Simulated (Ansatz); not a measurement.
MoS2:

```
Mo S
1.0
     3.16900    0.00000    0.00000
    -1.58450    2.74443    0.00000
     0.00000    0.00000   12.32400
Mo S
2 4
Direct
  0.66667 0.33333 0.75000
  0.33333 0.66667 0.25000
  0.66667 0.33333 0.37700
  0.33333 0.66667 0.87700
  0.66667 0.33333 0.12300
  0.33333 0.66667 0.62300
```

Base run:

```yaml
Program: Ansatz 0.2.0
Functional: revPBE
Potentials_or_basis: Ansatz PAW
Cutoff: "420 eV (not typed: the program's choice for these potentials)"
k_mesh: 10 × 10 × 3
Occupations: fermi-dirac, width 0.05 eV
Spin: no spin polarisation
```

Its results: band gap on the k mesh 0.96 eV, indirect (least direct gap 1.87 eV); pressure 3.9 GPa; largest force 0.021 eV/Å.

**Question.** The run is repeated on the same cell with these changes: functional from revPBE to PBE. What comes out?

**Answer.** Band gap on the k mesh 0.93 eV, indirect (least direct gap 1.87 eV); pressure 2.0 GPa; largest force 0.065 eV/Å.

PBE binds more tightly than revPBE, so the same cell stands under less pressure.

Caveats: this functional lacks dispersion, which binds the layers, so the pressure and a relaxed spacing across them are unreliable; the PAW data sets come from PBE, with cores solved anew for the run's functional, which leaves a small shift of forces and pressure (some runs).

A k mesh can miss the band edges.
